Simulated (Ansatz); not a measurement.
# InP: the cost of one run

Program: Ansatz 0.2.0. Level of theory: DFT PBE, scalar-relativistic, plane waves, PAW, unless a step names another level. These are calculated values, not measurements.

14 further runs of the same task are left out: 1 that didn't finish, 13 set aside as unsound or not needed.

### Step 1. Plan

Pauling electronegativities: In 1.78, P 2.19 (spread 0.41). The formula balances with common oxidation states: In +3, P -3, a formal count that means little at so small a spread. Tabulated atomic sizes suggest about 22 Å³/atom. 37 candidates were drawn, by swapping species into database cells of other compounds, at random by space group and Wyckoff sites, or by hand, as the table says:

| name | made from | space group no. | Wyckoff sites | atoms (primitive cell) | V (Å³/atom) |
| --- | --- | --- | --- | --- | --- |
| c01 | database cell of HfB | 225 | In 4b; P 4a | 2 | 20.5 |
| c02 | database cell of MgSn | 59 | In 2b; P 2a | 4 | 24.4 |
| c03 | random | 191 | In 1a; P 1b | 2 | 26.0 |
| c04 | random | 164 | In 1a, 1b; P 2d | 4 | 23.9 |
| c05 | random | 99 | In 2c, 1a; P 1a, 2c | 6 | 27.1 |
| c06 | random | 12 | In 2d; P 2c | 2 | 25.0 |
| c07 | database cell of MoOs | 187 | In 1f; P 1c | 2 | 20.9 |
| c08 | random | 139 | In 4c, 2b; P 4e, 2a | 6 | 23.7 |
| c09 | random | 71 | In 4f, 2a; P 4e, 2d | 6 | 24.6 |
| c10 | random | 71 | In 2a; P 2d | 2 | 23.0 |
| c11 | database cell of TlF | 69 | In 4a; P 4b | 2 | 22.5 |
| c12 | database cell of AgPt | 166 | In 3a; P 3b | 2 | 20.0 |
| c13 | database cell of HfAg | 129 | In 2c; P 2c | 4 | 21.9 |
| c14 | random | 44 | In 2a; P 2a | 2 | 24.1 |
| c15 | random | 38 | In 2a; P 2a | 2 | 25.4 |
| c16 | database cell of TiAl | 123 | In 1a; P 1d | 2 | 24.9 |
| c17 | random | 44 | In 2a; P 2a | 2 | 27.0 |
| c18 | database cell of AgPd | 187 | In 1b; P 1e | 2 | 20.7 |
| c19 | database cell of TbRh | 221 | In 1b; P 1a | 2 | 22.9 |
| c20 | database cell of AlFe | 221 | In 1a; P 1b | 2 | 20.8 |
| c21 | random | 187 | In 3k; P 2i, 1e | 6 | 25.6 |
| c22 | database cell of VRh | 123 | In 1d; P 1a | 2 | 22.3 |
| c23 | random | 183 | In 1a, 1a; P 2b | 4 | 22.9 |
| c24 | database cell of TePd | 194 | In 2c; P 2a | 4 | 19.5 |
| c25 | database cell of GeSe | 62 | In 4c; P 4c | 8 | 21.6 |
| c26 | random | 1 | In 1a, 1a; P 1a, 1a | 4 | 24.6 |
| c27 | random | 2 | In 2i; P 1h, 1d | 4 | 25.4 |
| c28 | database cell of AgPd | 187 | In 1e; P 1b | 2 | 20.7 |
| c29 | random | 3 | In 1b, 1a; P 2e | 4 | 26.0 |
| c30 | random | 191 | In 1b; P 1a | 2 | 24.3 |
| c31 | random | 99 | In 1b; P 1b | 2 | 22.4 |
| c32 | database cell of PbSe | 63 | In 4c; P 4c | 4 | 22.6 |
| c33 | random | 71 | In 2c; P 2a | 2 | 25.6 |
| c34 | random | 183 | In 1a; P 1a | 2 | 24.4 |
| c35 | random | 123 | In 1b; P 1c | 2 | 25.4 |
| c36 | database cell of HoSe | 225 | In 4a; P 4b | 2 | 19.7 |
| c37 | random | 191 | In 2e, 1b; P 2c, 1a | 6 | 27.7 |

### Step 2. Screening run of c05

File input.yaml:

```yaml
crystal:
  lattice:
    - [5.52004282, 0.0, 0.0]
    - [0.0, 5.52004282, 0.0]
    - [0.0, 0.0, 5.33406098]
  atoms:
    - { symbol: In, position: [0.5, 0.0, 0.80915804] }
    - { symbol: In, position: [0.0, 0.5, 0.80915804] }
    - { symbol: In, position: [0.0, 0.0, 0.13996535] }
    - { symbol: P, position: [0.0, 0.0, 0.57150746] }
    - { symbol: P, position: [0.5, 0.0, 0.26987702] }
    - { symbol: P, position: [0.0, 0.5, 0.26987702] }
basis:
  ecutwfc: 420
kpoints:
  mp_grid: { grid: [3, 3, 3] }
hamiltonian:
  xc: pbe
scf:
  occupations: { method: gaussian, width: 0.2 }
  lower_state_search: "off"
output:
  forces: true
  stress: true
  eigenvalues: true
relax:
  adjacent_minimum: "off"
  f_tol: 0.08
  max_steps: 16
  cell: { stress_tol: 0.8 }
```

Started as:

```bash
ansatz run input.yaml --threads 1 --pin off --max-ram 2560MiB --backend cpu --events-out ev --progress --plain --runs-dir out
```

What time and memory should one allow on 1 thread of Arm Neoverse V1, shared host?

About 30 s, with a peak of 0.35 GiB.
